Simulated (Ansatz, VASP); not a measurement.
# TiSn23O48 (Ti_Sn): VASP beside Ansatz, part 2 of 3

One calculation is typed for both programs; each brings its own data sets. How far apart do they land? Of the first pair: The structure shown is the start of the Ansatz relaxation below; VASP solves that cell, so the two are compared at the walk's first step.

VASP 6.6.1 and Ansatz 0.2.0.

So far: Starting point; Ansatz: relaxation, r2SCAN.

## (3) VASP: single point, r2SCAN, start cell, pair 1

Level of this step: r2SCAN, spin-polarised from a ferromagnetic start; plane waves and PAW (Sn_d, O, Ti_sv) (VASP).

The same cell, functional and mesh now go to VASP, with its own data sets.

Lines of VASP's logs that name or quote its potential files are left out, and so is its time.

INCAR reads:

```
SYSTEM = TiSn23O48
PREC = Accurate
ENCUT = 580
EDIFF = 1E-06
NELM = 200
ISMEAR = 0
SIGMA = 0.01
LREAL = Auto
ALGO = Normal
METAGGA = R2SCAN
LASPH = .TRUE.
NELECT = 623
NBANDS = 361
ISPIN = 2
MAGMOM = 0 0.01 0 0.01 0 0.01 0.01 0 0.01 0 0.01 0 0.01 0 0.01 0 0.01 0 0 0 0 0 0 0 0 0 0.01 0 0 0 0 0 0 0 0 0 0 0.01 0.01 0 -0 0.01 0.01 0 -0 0.01 0.01 0 0 0.01 0.01 -0 0 0.01 0.01 -0 0 0.01 0.01 0 0 0 0 0 0 0.01 0 0 0 0 0 0.33
LMAXMIX = 4
LORBIT = 11
LWAVE = .FALSE.
LCHARG = .FALSE.
ISIF = 2
ISYM = 0
NUPDOWN = 1
GGA_COMPAT = .FALSE.
LMIXTAU = .TRUE.
```

POSCAR reads:

```
TiSn23O48
1.0
    9.5155030731      0.0000000000      0.0000000000
    0.0000000000      9.5155030731      0.0000000000
    0.0000000000      0.0000000000      9.6020443945
Sn O Ti
23 48 1
Direct
    0.2511215625      0.2452839311      0.1686759541
    0.0051588444      0.0006677524      0.9992643233
    0.2523809810      0.2453160891      0.5000433036
    0.9973954083      0.0043242065      0.3347790187
    0.2536205371      0.2520323919      0.8301417565
    0.0013405492      0.0012377696      0.6715499049
    0.2541330691      0.7532367910      0.1664420549
    0.0022337232      0.5004043363      0.0046961874
    0.2458135930      0.7528626647      0.5013621894
    0.9986410598      0.5030934217      0.3373212898
    0.2481702735      0.7450882991      0.8329651136
    0.0012599439      0.4956748964      0.6693472490
    0.7466894756      0.2459246749      0.1664603843
    0.5026875577      0.9954944053      0.0002929584
    0.7548003447      0.2478731794      0.5002061855
    0.5007580748      0.9951739809      0.3352512098
    0.7450165215      0.2496264235      0.8317242320
    0.5013848415      0.0050363076      0.6660991907
    0.7490995426      0.7508146385      0.1717329073
    0.4961257396      0.5033997639      0.0010118678
    0.7458991864      0.7532408896      0.4994657182
    0.5009310557      0.5050884817      0.3342475694
    0.7527461181      0.7513462972      0.8290990619
    0.0995843302      0.4031163640      0.1621191213
    0.4015056241      0.0919927190      0.1663499911
    0.1560297956      0.1491468175      0.0018879313
    0.3463753808      0.3519901128      0.9984122131
    0.0926004640      0.4048414435      0.5021033857
    0.4055218069      0.0979546738      0.5044592382
    0.1486033885      0.1503127043      0.3321348943
    0.3443738050      0.3435642840      0.3362328758
    0.0932595989      0.4037175933      0.8368855287
    0.4081368027      0.0961551894      0.8329297045
    0.1538830883      0.1547845646      0.6714698178
    0.3474322876      0.3522557845      0.6670169119
    0.0940815208      0.9064563307      0.1640863065
    0.4007504354      0.5923016321      0.1672391768
    0.1525590385      0.6579275895      0.0016806838
    0.3521249454      0.8472780617      0.0012441101
    0.0984365191      0.9053024242      0.5044533019
    0.3990335530      0.5991463569      0.4972645203
    0.1487536696      0.6555164716      0.3315210667
    0.3474873556      0.8419327847      0.3321473916
    0.0963007413      0.8981640733      0.8353080522
    0.4007219556      0.5931172484      0.8360019669
    0.1487967572      0.6498165102      0.6661909420
    0.3420389836      0.8461391834      0.6680407564
    0.5984293165      0.4060469499      0.1626793145
    0.9050113203      0.1016624127      0.1680599395
    0.6507282855      0.1531870663      0.9952958976
    0.8490057686      0.3438713618      0.9963275529
    0.6022387840      0.4036199632      0.4997928361
    0.8998844238      0.1007626179      0.4979840546
    0.6498233412      0.1567676442      0.3351305064
    0.8437583319      0.3432241023      0.3348817052
    0.5966608340      0.3993148834      0.8370551801
    0.8992851911      0.0981391097      0.8368774055
    0.6524671320      0.1579057868      0.6683854746
    0.8512551504      0.3478434061      0.6696533296
    0.5972292748      0.8981316000      0.1686845981
    0.9045183354      0.5924006284      0.1647350226
    0.6530483940      0.6478811422      0.9987102747
    0.8439914252      0.8512161614      0.0009137637
    0.6018338658      0.9050167851      0.4994249977
    0.9057406565      0.5936106537      0.4971520443
    0.6563215788      0.6535282425      0.3373067096
    0.8455827231      0.8509084531      0.3365394771
    0.5963790833      0.9076496464      0.8356152784
    0.9066161751      0.5939908754      0.8355709129
    0.6498703172      0.6504523148      0.6632843734
    0.8506705255      0.8497002143      0.6640056782
    0.5045481004      0.5017707381      0.6647375015
```

KPOINTS reads:

```
Points of the shifted mesh
1
Reciprocal
 0.2500000000  0.2500000000  0.2500000000 1
```

PAW data sets: Sn_d, O and Ti_sv (PBE family, release 64).

The run is started by

```bash
export OMP_NUM_THREADS=4
mpirun -np 1 vasp_std
```

Numbers of over 12 decimals in the logs are rounded to 6 here.

Log:

```text
[banner, memory and clock lines left out]
running    1 mpi-ranks, on    1 nodes
[...]
Offloading initialized ...    1 GPUs detected
[...]
|                                                                             |
|               ----> ADVICE to this user running VASP <----                  |
|                                                                             |
|     You enforced a specific xc type in the INCAR file but a different       |
|     [... a line on the potential file left out ...]
|     I HOPE YOU KNOW WHAT YOU ARE DOING!                                     |
|                                                                             |

 LDA part: xc-table for (None), standard interpolation
 POSCAR, INCAR and KPOINTS ok, starting setup
[...]
entering main loop
       N       E                     dE             d eps       ncg     rms          rms(c)
DAV:   1     0.143868876034E+05    0.14387E+05   -0.25554E+05  1444   0.296E+03
DAV:   2     0.270165690422E+04   -0.11685E+05   -0.11241E+05  1444   0.947E+02
DAV:   3    -0.727183194906E+03   -0.34288E+04   -0.32311E+04  1524   0.381E+02
DAV:   4    -0.120487363419E+04   -0.47769E+03   -0.46626E+03  1703   0.149E+02
DAV:   5    -0.123181476013E+04   -0.26941E+02   -0.26608E+02  1824   0.338E+01BRMIX: very serious problems
 the old and the new charge density differ
 old charge density:   622.00000 new  623.00000
    0.571E+01
DAV:   6    -0.991831130632E+03    0.23998E+03   -0.20602E+02  2024   0.812E+01    0.245E+01
DAV:   7    -0.996944913056E+03   -0.51138E+01   -0.55410E+01  2032   0.189E+01    0.188E+01
DAV:   8    -0.997288437753E+03   -0.34352E+00   -0.45064E+00  1728   0.830E+00    0.103E+01
DAV:   9    -0.999378019267E+03   -0.20896E+01   -0.23885E+00  2208   0.665E+00    0.109E+01
[...]
DAV:  26    -0.997890380280E+03   -0.10655E-04   -0.47076E-05  1752   0.133E-02    0.485E-02
DAV:  27    -0.997890377668E+03    0.26126E-05   -0.62074E-06  1168   0.620E-03    0.348E-02
DAV:  28    -0.997890376836E+03    0.83181E-06   -0.79108E-07   944   0.474E-03
   1 F= -.99789038E+03 E0= -.99789038E+03  d E =-.338502E-05  mag=     1.0000
```

From OUTCAR (step 3):

```text
  FREE ENERGIE OF THE ION-ELECTRON SYSTEM (eV)
  ---------------------------------------------------
  free  energy   TOTEN  =      -997.8903768360 eV

  energy  without entropy=     -997.8903734510  energy(sigma->0) =     -997.89037514

 magnetization (x)
# of ion       s       p       d       tot
------------------------------------------
    1        0.008   0.000   0.000   0.009
    2        0.007   0.000  -0.000   0.008
    3        0.008   0.000   0.000   0.009
    4        0.009   0.001  -0.000   0.009
    5        0.007   0.000   0.000   0.008
    6        0.010   0.001  -0.000   0.010
    7        0.009   0.001   0.000   0.009
    8        0.006   0.001  -0.000   0.006
    9        0.014   0.001   0.000   0.015
   10        0.006   0.001  -0.000   0.006
   11        0.016   0.001   0.000   0.017
   12        0.005   0.001  -0.000   0.006
   13        0.007   0.000   0.000   0.008
[...]
--------------------------------------------------
tot          0.267   0.055   0.569   0.891
```

The cell holds one magnetic atom, so no antiferromagnetic order fits into it.

## (4) Side by side

Known differences besides the potentials themselves: VASP starts from the moments at which Ansatz ended; VASP keeps PBE cores, Ansatz makes them for the functional; fixed occupations in Ansatz, narrow Gaussian smearing in VASP; the cutoff is 500 eV in Ansatz and 580 eV in VASP (PREC = Accurate, projectors in real space); in our runs with r2SCAN, forces from VASP's data set Ti_sv part from Ansatz's all-electron ones, so neither program is the reference here. Total energies have different zeros and are not compared.

Forces on 8 of the 72 atoms, those with the largest forces and the largest differences (eV/Å; atoms numbered as in POSCAR):

| atom | Ansatz x, y, z | VASP x, y, z |
| --- | --- | --- |
| Sn10 | 0.222, -1.223, -1.358 | 0.231, -1.281, -1.440 |
| Sn15 | -1.226, 1.722, 0.408 | -1.245, 1.745, 0.448 |
| Sn19 | 0.887, -0.857, -1.848 | 0.927, -0.891, -1.890 |
| Sn21 | 1.482, -1.296, 0.828 | 1.537, -1.326, 0.852 |
| O35 | 0.144, -0.149, -0.494 | 0.222, -0.070, -0.515 |
| O53 | 1.104, -1.160, 0.773 | 1.123, -1.184, 0.810 |
| O65 | -1.274, 1.327, 1.010 | -1.337, 1.390, 1.075 |
| O68 | 0.882, -1.018, -1.040 | 0.936, -1.070, -1.076 |

The forces differ by 30 meV/Å r.m.s., which is 4.2 % of the r.m.s. force of 0.706 eV/Å (both taken over all components). VASP's last cycles still show a density residual of 3e-03, so its state may not be settled. Moments aren't recorded for both runs of this pair, so they may hold unlike magnetic states. The cell carries a charge of -1 e against a uniform background, so its pressure also hangs on how the neutralising background is counted, and in a defect's cell a gap may be the spacing between its levels.

## (5) Ansatz: relaxation, r2SCAN

This run makes the geometry at which the two programs are then compared.

The structure compared here is the end of the Ansatz relaxation.

input.yaml reads:

```yaml
crystal:
  lattice:
    - [9.51550307, 0.0, 0.0]
    - [0.0, 9.51550307, 0.0]
    - [0.0, 0.0, 9.60204439]
  atoms:
    - { symbol: Sn, position: [0.25, 0.25, 0.16666667] }
    - { symbol: Sn, position: [0.0, 0.0, 0.0] }
    - { symbol: O, position: [0.09702862, 0.40297138, 0.16666667] }
    - { symbol: O, position: [0.40297138, 0.09702862, 0.16666667] }
    - { symbol: O, position: [0.15297138, 0.15297138, 0.0] }
    - { symbol: O, position: [0.34702862, 0.34702862, 0.0] }
    - { symbol: Sn, position: [0.25, 0.25, 0.5] }
    - { symbol: Sn, position: [0.0, 0.0, 0.33333333] }
    - { symbol: O, position: [0.09702862, 0.40297138, 0.5] }
    - { symbol: O, position: [0.40297138, 0.09702862, 0.5] }
    - { symbol: O, position: [0.15297138, 0.15297138, 0.33333333] }
    - { symbol: O, position: [0.34702862, 0.34702862, 0.33333333] }
    - { symbol: Sn, position: [0.25, 0.25, 0.83333333] }
    - { symbol: Sn, position: [0.0, 0.0, 0.66666667] }
    - { symbol: O, position: [0.09702862, 0.40297138, 0.83333333] }
    - { symbol: O, position: [0.40297138, 0.09702862, 0.83333333] }
    - { symbol: O, position: [0.15297138, 0.15297138, 0.66666667] }
    - { symbol: O, position: [0.34702862, 0.34702862, 0.66666667] }
    - { symbol: Sn, position: [0.25, 0.75, 0.16666667] }
    - { symbol: Sn, position: [0.0, 0.5, 0.0] }
    - { symbol: O, position: [0.09702862, 0.90297138, 0.16666667] }
    - { symbol: O, position: [0.40297138, 0.59702862, 0.16666667] }
    - { symbol: O, position: [0.15297138, 0.65297138, 0.0] }
    - { symbol: O, position: [0.34702862, 0.84702862, 0.0] }
    - { symbol: Sn, position: [0.25, 0.75, 0.5] }
    - { symbol: Sn, position: [0.0, 0.5, 0.33333333] }
    - { symbol: O, position: [0.09702862, 0.90297138, 0.5] }
    - { symbol: O, position: [0.40297138, 0.59702862, 0.5] }
    - { symbol: O, position: [0.15297138, 0.65297138, 0.33333333] }
    - { symbol: O, position: [0.34702862, 0.84702862, 0.33333333] }
    - { symbol: Sn, position: [0.25, 0.75, 0.83333333] }
    - { symbol: Sn, position: [0.0, 0.5, 0.66666667] }
    - { symbol: O, position: [0.09702862, 0.90297138, 0.83333333] }
    - { symbol: O, position: [0.40297138, 0.59702862, 0.83333333] }
    - { symbol: O, position: [0.15297138, 0.65297138, 0.66666667] }
    - { symbol: O, position: [0.34702862, 0.84702862, 0.66666667] }
    - { symbol: Sn, position: [0.75, 0.25, 0.16666667] }
    - { symbol: Sn, position: [0.5, 0.0, 0.0] }
    - { symbol: O, position: [0.59702862, 0.40297138, 0.16666667] }
    - { symbol: O, position: [0.90297138, 0.09702862, 0.16666667] }
    - { symbol: O, position: [0.65297138, 0.15297138, 0.0] }
    - { symbol: O, position: [0.84702862, 0.34702862, 0.0] }
    - { symbol: Sn, position: [0.75, 0.25, 0.5] }
    - { symbol: Sn, position: [0.5, 0.0, 0.33333333] }
    - { symbol: O, position: [0.59702862, 0.40297138, 0.5] }
    - { symbol: O, position: [0.90297138, 0.09702862, 0.5] }
    - { symbol: O, position: [0.65297138, 0.15297138, 0.33333333] }
    - { symbol: O, position: [0.84702862, 0.34702862, 0.33333333] }
    - { symbol: Sn, position: [0.75, 0.25, 0.83333333] }
    - { symbol: Sn, position: [0.5, 0.0, 0.66666667] }
    - { symbol: O, position: [0.59702862, 0.40297138, 0.83333333] }
    - { symbol: O, position: [0.90297138, 0.09702862, 0.83333333] }
    - { symbol: O, position: [0.65297138, 0.15297138, 0.66666667] }
    - { symbol: O, position: [0.84702862, 0.34702862, 0.66666667] }
    - { symbol: Sn, position: [0.75, 0.75, 0.16666667] }
    - { symbol: Sn, position: [0.5, 0.5, 0.0] }
    - { symbol: O, position: [0.59702862, 0.90297138, 0.16666667] }
    - { symbol: O, position: [0.90297138, 0.59702862, 0.16666667] }
    - { symbol: O, position: [0.65297138, 0.65297138, 0.0] }
    - { symbol: O, position: [0.84702862, 0.84702862, 0.0] }
    - { symbol: Sn, position: [0.75, 0.75, 0.5] }
    - { symbol: Sn, position: [0.5, 0.5, 0.33333333] }
    - { symbol: O, position: [0.59702862, 0.90297138, 0.5] }
    - { symbol: O, position: [0.90297138, 0.59702862, 0.5] }
    - { symbol: O, position: [0.65297138, 0.65297138, 0.33333333] }
    - { symbol: O, position: [0.84702862, 0.84702862, 0.33333333] }
    - { symbol: Sn, position: [0.75, 0.75, 0.83333333] }
    - { symbol: Ti, position: [0.5, 0.5, 0.66666667], spin: 1.0 }
    - { symbol: O, position: [0.59702862, 0.90297138, 0.83333333] }
    - { symbol: O, position: [0.90297138, 0.59702862, 0.83333333] }
    - { symbol: O, position: [0.65297138, 0.65297138, 0.66666667] }
    - { symbol: O, position: [0.84702862, 0.84702862, 0.66666667] }
  host:
    repeats: [2, 2, 3]
    atoms:
      - { symbol: Sn, position: [0.5, 0.5, 0.5] }
      - { symbol: Sn, position: [0.0, 0.0, 0.0] }
      - { symbol: O, position: [0.19405723, 0.80594277, 0.5] }
      - { symbol: O, position: [0.80594277, 0.19405723, 0.5] }
      - { symbol: O, position: [0.30594277, 0.30594277, 0.0] }
      - { symbol: O, position: [0.69405723, 0.69405723, 0.0] }
total_charge: -1
basis:
  ecutwfc: 500
  xc_grid: 2
hamiltonian:
  xc: r2scan
  pseudopotentials: { kind: paw, azcp: { folder: soft_1 } }
kpoints:
  mp_grid: { grid: [1, 1, 1], shift: [0.25, 0.25, 0.25] }
magnetization:
  spin_polarized: true
  initial_magnetization: 1
  spin_locking: { lock_magnetization: hard }
scf:
  occupations: { method: fixed }
  max_iter: 100
output:
  forces: true
  charged_corrections:
    epsilon: [4.6, 4.6, 4.91]
    static_epsilon: [13.48, 13.48, 10.42]
    defect_position: [0.5, 0.5, 0.666667]
relax:
  f_tol: 0.02
  max_steps: 80
  random_displacement: { amplitude: 0.05, seed: 6410 }
checkpoint:
  write: "../qm1_M1.relax.run"
  compress: false
  write_wavefunctions: true
  write_every: 100000
```

The run is started by

```bash
ansatz run input.yaml --threads 4 --pin off --max-ram 15073MiB --backend cpu --events-out ev --progress --plain --runs-dir out
```

Log:

```text
[...]
Crystal: 72 atoms, lattice volume = 869.415 Å³
Basis set: ecut = 500 eV, 22119 PW (Γ), exchange–correlation on 144×144×144 points (8 copies of the dense FFT grid, shifted against one another)
Bands: 384, of which v1, the nominal top of the filled ones, is band 312 counted from 1 (311 counted from 0)
Symmetry: 1 space group operations
k-points: 1
[...]
Starting moments: Σ|m| = 1 μB on 1 of 72 sites
[...]
- { symbol: Sn, position: [0.499985, 0.500020, -0.00196929] }
[...]
- { symbol: Sn, position: [0.748034, 0.748076, 0.501770] }
    - { symbol: Sn, position: [0.500047, 0.500069, 0.336366] }
[...]
- { symbol: Sn, position: [0.748030, 0.748076, 0.832707] }
    - { symbol: Ti, position: [0.499992, 0.500068, 0.667197] }
    - { symbol: O, position: [0.596471, 0.902209, 0.833911] }
    - { symbol: O, position: [0.902154, 0.596505, 0.833868] }
    - { symbol: O, position: [0.649432, 0.649487, 0.667169] }
    - { symbol: O, position: [0.846371, 0.846405, 0.667344] }
```

(Part 2 of 3 ends here.)

[Lines on the potential files, build, host, timing and source positions are cut from VASP's logs without a mark.]

[Logs are printed without paths, hosts, clocks, repeated set-up lines and the standing remarks that a program may print on its own settings, such as how far it seeks lower states.]

[Hosts, paths, dates, database ids (printed as entryN), source tags and the programs' standing remarks are cut or masked in the printed files.]
